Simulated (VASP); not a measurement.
Wanted: the native input for a VASP 6.6.1 run.

- Task: relaxation of cell and atoms
- Functional: r2SCAN
- Potentials or basis: VASP PAW PBE potentials, release 64 (Sc_sv)
- Cutoff: 600 eV
- k mesh: 15 × 15 × 8
- Occupations: methfessel-paxton, width 0.1 eV
- Spin: no spin polarisation
- Further INCAR settings: ALGO = Normal; EDIFF = 1e-06; IBRION = 2; EDIFFG = -0.01; NSW = 90; ISIF = 3

The structure of Sc lies in POSCAR:

```
Sc
1.0
    3.3090000000      0.0000000000      0.0000000000
   -1.6545000000      2.8656780611      0.0000000000
    0.0000000000      0.0000000000      5.2733000000
Sc
2
Direct
    0.3333333333      0.6666666667      0.2500000000
    0.6666666667      0.3333333333      0.7500000000
```

These files were run (other wordings do the same):

INCAR

```
ALGO = Normal
EDIFF = 1E-6
EDIFFG = -0.01
ENCUT = 600
IBRION = 2
ISIF = 3
ISMEAR = 1
LASPH = True
LCHARG = False
LMIXTAU = True
LREAL = False
LWAVE = False
METAGGA = R2SCAN
NELM = 80
NSW = 90
PREC = Accurate
SIGMA = 0.1
```

KPOINTS

```
k-points
0
Gamma
  15 15 8
```

Potentials or basis: VASP PAW PBE potentials, release 64 (Sc_sv).

Launch:

```console
$ cat potpaw_PBE.64/Sc_sv/POTCAR > POTCAR
$ mpirun -np 1 vasp_std > vasp.out
```

Results of the run:

| Quantity | Value |
| --- | --- |
| Relaxed volume | 24.99 Å³/atom |
| Relaxed cell | a = 3.334 Å, b = 3.334 Å, c = 5.191 Å, α = 90.00°, β = 90.00°, γ = 120.00° |
| Space group after relaxing (to 0.05 Å) | P6_3/mmc (No. 194) |
| Energy gained by relaxing | 1.9 meV/atom |
| Ionic steps | 3 |
| Pressure after relaxing | 0.0 GPa |
| Band gap on the k mesh | none (metal or under the smearing width) |

Caveat: the PAW data sets were made with another functional, which shifts forces and pressure a little.

Run time: 9.3 min on 1 thread of Intel(R) Xeon(R) 6975P-C (Granite Rapids), with other jobs on the host, peak memory 0.27 GiB.
